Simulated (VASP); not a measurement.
# Al (Fm-3m) in VASP: further runs

Runs on Al. Level: PBE. Tasks: single point.

All numbers are computed with VASP 6.6.1; they aren't measurements. Logs are shortened: lines on timing, memory, paths and dates and some standing lists are left out, and cuts for length are marked.

### Step 1. Starting point

It takes space group Fm-3m (No. 225, cubic). Conventional cell: a = 4.050 Å, b = 4.050 Å, c = 4.050 Å, α = 90.00°, β = 90.00°, γ = 90.00°. Al (site symmetry m-3m) has 12 Al at 2.86 Å as nearest neighbours.

### Step 2. Single point, PBE

File INCAR:

```
SYSTEM = Al
PREC     = Accurate       ! precision mode
ENCUT    = 520            ! plane-wave cutoff, eV
EDIFF    = 1E-7           ! SCF threshold, eV
ISMEAR   = 0              ! smearing method
SIGMA    = 0.1            ! smearing width, eV
LREAL    = .FALSE.        ! projectors in reciprocal space
LASPH    = .TRUE.         ! aspherical terms in the spheres
NELM     = 60             ! most SCF steps
ALGO     = Normal         ! electronic algorithm
ISIF     = 2              ! what is computed and relaxed
LWAVE    = .FALSE.        ! write WAVECAR
LCHARG   = .FALSE.        ! write CHGCAR
GGA      = PE             ! functional
NBANDS   = 8              ! bands
```

File KPOINTS:

```
regular mesh
0
G
  4 4 4
  0 0 0
```

File POSCAR:

```
Al
1.0
    0.0000000000      2.0248050000      2.0248050000
    2.0248050000      0.0000000000      2.0248050000
    2.0248050000      2.0248050000      0.0000000000
Al
1
Direct
    0.0000000000      0.0000000000      0.0000000000
```

Potentials or basis: VASP PAW PBE potentials, release 64 (Al).

The run is started by

```
$ cat potpaw_PBE.64/Al/POTCAR > POTCAR
$ mpirun -np 1 vasp_std > vasp.out
```

OUTCAR:

```text
SYSTEM = Al
   PREC = Accurate
   ENCUT = 520
   EDIFF = 1E-7
   ISMEAR = 0
   LREAL = .FALSE.
   LASPH = .TRUE.
   NELM = 60
   ISIF = 2
   GGA = PE

 ion  position               nearest neighbor table
   1  0.000  0.000  0.000-

  LATTYP: Found a face centered cubic cell.
 ALAT       =     4.0496100000

  Lattice vectors:

 A1 = (   0.0000000000,   2.0248050000,   2.0248050000)
 A2 = (   2.0248050000,   0.0000000000,   2.0248050000)
 A3 = (   2.0248050000,   2.0248050000,   0.0000000000)

Analysis of symmetry for initial positions (statically):
=====================================================================
 Subroutine PRICEL returns:
 Original cell was already a primitive cell.

 Routine SETGRP: Setting up the symmetry group for a
 face centered cubic supercell.

 Subroutine GETGRP returns: Found 48 space group operations
 (whereof 48 operations were pure point group operations)
 out of a pool of 48 trial point group operations.

The static configuration has the point symmetry O_h .

Analysis of symmetry for dynamics (positions and initial velocities):
=====================================================================
 Subroutine PRICEL returns:
 Original cell was already a primitive cell.

 Routine SETGRP: Setting up the symmetry group for a
 face centered cubic supercell.

 Subroutine GETGRP returns: Found 48 space group operations
 (whereof 48 operations were pure point group operations)
 out of a pool of 48 trial point group operations.

The dynamic configuration has the point symmetry O_h .

 Subroutine INISYM returns: Found 48 space group operations
 (whereof 48 operations are pure point group operations),
 and found     1 'primitive' translations

----------------------------------------------------------------------------------------

                                     Primitive cell

  volume of cell :      16.6027

  direct lattice vectors                    reciprocal lattice vectors
     0.000000000  2.024805000  2.024805000    -0.246937359  0.246937359  0.246937359
     2.024805000  0.000000000  2.024805000     0.246937359 -0.246937359  0.246937359
     2.024805000  2.024805000  0.000000000     0.246937359  0.246937359 -0.246937359

  length of vectors
     2.863506692  2.863506692  2.863506692     0.427708053  0.427708053  0.427708053

  position of ions in fractional coordinates (direct lattice)
     0.000000000  0.000000000  0.000000000

  ion indices of the primitive-cell ions
   primitive index   ion index
                 1           1

----------------------------------------------------------------------------------------

 KPOINTS: regular mesh

Automatic generation of k-mesh.
 Grid dimensions read from file:
 generate k-points for:    4    4    4

 Generating k-lattice:

  Cartesian coordinates                     Fractional coordinates (reciprocal lattice)
    -0.061734340  0.061734340  0.061734340     0.250000000  0.000000000  0.000000000
     0.061734340 -0.061734340  0.061734340     0.000000000  0.250000000  0.000000000
     0.061734340  0.061734340 -0.061734340     0.000000000  0.000000000  0.250000000

  Length of vectors
     0.106927013  0.106927013  0.106927013

  Shift w.r.t. Gamma in fractional coordinates (k-lattice)
     0.000000000  0.000000000  0.000000000

 Subroutine IBZKPT returns following result:
 ===========================================

 Found      8 irreducible k-points:

 Following reciprocal coordinates:
            Coordinates               Weight
  0.000000  0.000000  0.000000      1.000000
  0.250000  0.000000  0.000000      8.000000
  0.500000  0.000000  0.000000      4.000000
  0.250000  0.250000  0.000000      6.000000
  0.500000  0.250000  0.000000     24.000000
 -0.250000  0.250000  0.000000     12.000000
  0.500000  0.500000  0.000000      3.000000
 -0.250000  0.500000  0.250000      6.000000
   k-points           NKPTS =      8   k-points in BZ     NKDIM =      8   number of bands    NBANDS=      8
   number of dos      NEDOS =    301   number of ions     NIONS =      1
   total plane-waves  NPLWV =  13824
   dimension x,y,z NGX =    24 NGY =   24 NGZ =   24
   dimension x,y,z NGXF=    48 NGYF=   48 NGZF=   48
   ions per type =               1
   NGX,Y,Z   is equivalent  to a cutoff of  13.93, 13.93, 13.93 a.u.
   NGXF,Y,Z  is equivalent  to a cutoff of  27.87, 27.87, 27.87 a.u.
 SYSTEM =  Al
   PREC   = accura    normal or accurate (medium, high low for compatibility)
   ISTART =      0    job   : 0-new  1-cont  2-samecut
   ICHARG =      2    charge: 1-file 2-atom 10-const
   ISPIN  =      1    spin polarized calculation?
   LNONCOLLINEAR =      F non collinear calculations
   LSORBIT =      F    spin-orbit coupling
   LASPH  =      T    aspherical Exc in radial PAW
   ENCUT  =  520.0 eV  38.22 Ry    6.18 a.u.   5.32  5.32  5.32*2*pi/ulx,y,z
   NELM   =     60;   NELMIN=  2; NELMDL= -5     # of ELM steps
   EDIFF  = 0.1E-06   stopping-criterion for ELM
   LREAL  =      F    real-space projection
   EDIFFG = 0.1E-05   stopping-criterion for IOM
   NSW    =      0    number of steps for IOM
   IBRION =     -1    ionic relax: 0-MD 1-quasi-New 2-CG
   NFREE  =      0    steps in history (QN), initial steepest desc. (CG)
   ISIF   =      2    stress and relaxation
   ISYM   =      2    0-nonsym 1-usesym 2-fastsym
   POTIM  = 0.5000    time-step for ionic-motion
   TEBEG  =    0.0;   TEEND  =   0.0 temperature during run
   PSTRESS=    0.0 pullay stress
   NELECT =       3.0000    total number of electrons
   NUPDOWN=      -1.0000    fix difference up-down
   EMIN   =  10.00;   EMAX   =-10.00  energy-range for DOS
   EFERMI =   0.00;   METHOD = LEGACY
   ISMEAR =     0;   SIGMA  =   0.10  broadening in eV -4-tet -1-fermi 0-gaus
   EFERMI_NEDOS =   21; number of points for ismear=-14 and -15
   IALGO  =     38    algorithm
   IMIX   =      4    mixing-type and parameters
     AMIX     =   0.40;   BMIX     =  1.00
     AMIX_MAG =   1.60;   BMIX_MAG =  1.00
  volume/ion in A,a.u.               =      16.60       112.04
  Fermi-wavevector in a.u.,A,eV,Ry     =   0.925526  1.748991 11.654733  0.856599
  Thomas-Fermi vector in A             =   2.051390
   LORBIT       =      0    0 simple, 1 ext, 2 COOP (PROOUT), +10 PAW based schemes
   GGA     = PE    functional components
   LHFCALC =     F    Hartree Fock is set to
   AEXX    =    0.0000 exact exchange contribution
   IVDW    =     0    specifies the selected vdW correction
   LEPSILON=     F    determine dielectric tensor
   LRPA    =     F    only Hartree local field effects (RPA)
 non-spin polarized calculation
 Gauss-broadening in eV      SIGMA  =   0.10
  energy-cutoff  :      520.00
  volume of cell :       16.60
 maximum number of plane-waves:       459
 NGX is ok and might be reduce to    24
   NGX = 11   NGY = 11   NGZ = 11

 number of electron       3.0000000 magnetization

 Free energy of the ion-electron system (eV)
  ---------------------------------------------------
  ext. energy  EPLUGINS =         0.00000000
  ---------------------------------------------------
  free energy    TOTEN  =        -3.46035047 eV

  energy without entropy =       -3.44428000  energy(sigma->0) =       -3.45231523

 E-fermi :   7.2472     XC(G=0): -10.1707

 val. band max:        7.1872567360   @ k =   0.5000   0.2500   0.0000
 cond. band min:       8.1160616659   @ k =  -0.2500   0.5000   0.2500
 fundamental gap:      0.9288049299
 Fermi energy:         7.2472462450

 k-point     1 :       0.0000    0.0000    0.0000
  band No.  band energies     occupation
      1      -3.1523      2.00000
      2      20.5253      0.00000
      3      20.5253      0.00000
      4      20.5253      0.00000
      5      21.9692      0.00000
      6      21.9692      0.00000
      7      21.9692      0.00000
      8      24.3672      0.00000

 k-point     2 :       0.2500    0.0000    0.0000
  band No.  band energies     occupation
      1      -1.4695      2.00000
      2      11.3666      0.00000
      3      18.8024      0.00000
      4      18.8024      0.00000
      5      22.2380      0.00000
      6      22.6380      0.00000
      7      22.6380      0.00000
      8      26.6279      0.00000

 k-point     3 :       0.5000    0.0000    0.0000
  band No.  band energies     occupation
      1       3.3700      2.00000
      2       3.5694      2.00000
      3      19.2848      0.00000
      4      19.2848      0.00000
      5      19.3702      0.00000
      6      19.3702      0.00000
      7      23.0243      0.00000
      8      23.1442      0.00000

 k-point     4 :       0.2500    0.2500    0.0000
  band No.  band energies     occupation
      1      -0.9131      2.00000
      2      15.4093      0.00000
      3      15.4242      0.00000
      4      15.4242      0.00000
      5      16.1680      0.00000
      6      18.8863      0.00000
      7      29.3336      0.00000
      8      29.8025      0.00000

 k-point     5 :       0.5000    0.2500    0.0000
  band No.  band energies     occupation
      1       2.9156      2.00000
      2       7.1873      1.60377
      3      11.5801      0.00000
      4      14.9534      0.00000
      5      16.6372      0.00000
      6      23.9730      0.00000
      7      26.5568      0.00000
      8      29.4379      0.00000

 k-point     6 :      -0.2500    0.2500    0.0000
  band No.  band energies     occupation
      1       1.2916      2.00000
      2       9.1794      0.00000
      3      10.6726      0.00000
      4      17.3781      0.00000
      5      19.3383      0.00000
      6      24.8665      0.00000
      7      25.5044      0.00000
      8      26.6148      0.00000

 k-point     7 :       0.5000    0.5000    0.0000
  band No.  band energies     occupation
      1       5.0320      2.00000
      2       6.3378      2.00000
      3      13.1993      0.00000
      4      13.5046      0.00000
      5      13.5046      0.00000
      6      16.9481      0.00000
      7      33.2531      0.00000
      8      34.7586      0.00000

 k-point     8 :      -0.2500    0.5000    0.2500
  band No.  band energies     occupation
      1       7.1027      1.95912
      2       7.1027      1.95912
      3       8.1161      0.00000
      4       9.0131      0.00000
      5      23.7102      0.00000
      6      23.7102      0.00000
      7      24.2309      0.00000
      8      26.2683      0.00000

------------------------ aborting loop because EDIFF is reached ----------------------------------------

  FORCE on cell =-STRESS in cart. coord.  units (eV):
  Direction    XX          YY          ZZ          XY          YZ          ZX
  --------------------------------------------------------------------------------------
  -------------------------------------------------------------------------------------
  Total        0.0243782      0.0243782      0.0243782      0.0000000     -0.0000000     -0.0000000
  in kB        2.3525118      2.3525118      2.3525118      0.0000000     -0.0000000     -0.0000000
  external PRESSURE =       2.3525118 kB  Pullay stress =       0.0000000 kB

 VOLUME and BASIS-vectors are now :
 -----------------------------------------------------------------------------
  energy-cutoff  :      520.00
  volume of cell :       16.60
      direct lattice vectors                 reciprocal lattice vectors
     0.000000000  2.024805000  2.024805000    -0.246937359  0.246937359  0.246937359
     2.024805000  0.000000000  2.024805000     0.246937359 -0.246937359  0.246937359
     2.024805000  2.024805000  0.000000000     0.246937359  0.246937359 -0.246937359

 POSITION                                       TOTAL-FORCE (eV/Angst)
 -----------------------------------------------------------------------------------
      0.00000      0.00000      0.00000         0.000000      0.000000      0.000000
 -----------------------------------------------------------------------------------
    total drift:                                0.000000     -0.000000     -0.000000

  FREE ENERGIE OF THE ION-ELECTRON SYSTEM (eV)
  ---------------------------------------------------
  free  energy   TOTEN  =        -3.4603504654 eV

  energy  without entropy=       -3.4442799954  energy(sigma->0) =       -3.45231523
```

It took 1.8 s on 1 thread of Intel Xeon Platinum 8488C (Sapphire Rapids), shared host; peak memory 0.12 GiB.

What came out:

```yaml
Free_energy: -3.4604 eV
Pressure: 0.2 GPa
Band_gap_on_the_k_mesh: none (metal or under the smearing width)
```

Levels at points of the mesh, in eV from the Fermi level:
```tsv
k point	band 1	band 2	band 3	band 4	band 5
(0.00, 0.00, 0.00)	-10.40	13.28	13.28	13.28	14.72
(0.50, 0.00, 0.00)	-3.88	-3.68	12.04	12.04	12.12
(0.50, 0.50, 0.00)	-2.22	-0.91	5.95	6.26	6.26
```

Caveat: the k mesh is coarse (spacing up to 0.67 Å⁻¹), so the values aren't converged.

### Step 3. Single point, PBE

INCAR is that of step 2.

File KPOINTS:

```
regular mesh
0
G
  6 6 6
  0 0 0
```

POSCAR is that of step 2.

Potentials or basis: VASP PAW PBE potentials, release 64 (Al).

The run is started by

```
$ cat potpaw_PBE.64/Al/POTCAR > POTCAR
$ mpirun -np 1 vasp_std > vasp.out
```

It took 2.3 s on 1 thread of Intel Xeon Platinum 8488C (Sapphire Rapids), shared host; peak memory 0.12 GiB.

The run converged. Its results:

```
Free energy            : -3.8126 eV
Pressure               : 0.0 GPa
Band gap on the k mesh : none (metal or under the smearing width)
```

Levels at points of the mesh, in eV from the Fermi level:
```csv
k point,band 1,band 2,band 3,band 4
"(0.00, 0.00, 0.00)",-11.46,12.22,12.22,12.22
"(0.50, 0.00, 0.00)",-4.93,-4.74,10.98,10.98
"(0.50, 0.50, 0.00)",-3.27,-1.96,4.89,5.20
```

Caveat: the k mesh is coarse (spacing up to 0.45 Å⁻¹), so the values aren't converged.

### Step 4. Single point, PBE

INCAR is that of step 3.

File KPOINTS:

```
regular mesh
0
G
  8 8 8
  0 0 0
```

POSCAR is that of step 3.

The run is started by

```
$ cat potpaw_PBE.64/Al/POTCAR > POTCAR
$ mpirun -np 1 vasp_std > vasp.out
```

Run time: 3.1 s. Hardware: 1 thread of Intel Xeon Platinum 8488C (Sapphire Rapids), shared host; peak memory 0.12 GiB.

Results (log left out):

| Property | Result |
| --- | --- |
| Free energy | -3.7414 eV |
| Pressure | -0.5 GPa |
| Band gap on the k mesh | none (metal or under the smearing width) |

Levels at points of the mesh, in eV from the Fermi level:
| k point | band 1 | band 2 | band 3 | band 4 | band 5 |
| --- | --- | --- | --- | --- | --- |
| (0.00, 0.00, 0.00) | -11.15 | 12.53 | 12.53 | 12.53 | 13.97 |
| (0.50, 0.00, 0.00) | -4.63 | -4.43 | 11.29 | 11.29 | 11.37 |
| (0.50, 0.50, 0.00) | -2.97 | -1.66 | 5.20 | 5.51 | 5.51 |

### Step 5. Summary

| k mesh | mesh quality | gap on the mesh (eV) | pressure (GPa) |
| --- | --- | --- | --- |
| 4 × 4 × 4 | coarse | none | 0.2 |
| 6 × 6 × 6 | coarse | none | 0.0 |
| 8 × 8 × 8 | not flagged | none | -0.5 |

Alike in all rows: task single point; level PBE; potentials or basis VASP PAW PBE potentials, release 64 (Al); no spin polarisation; cell as given; cutoff (eV) 520; smearing gaussian 0.1 eV.

Caveats: some runs use coarse meshes.

Absolute energies hang on the potentials; compare differences alone.
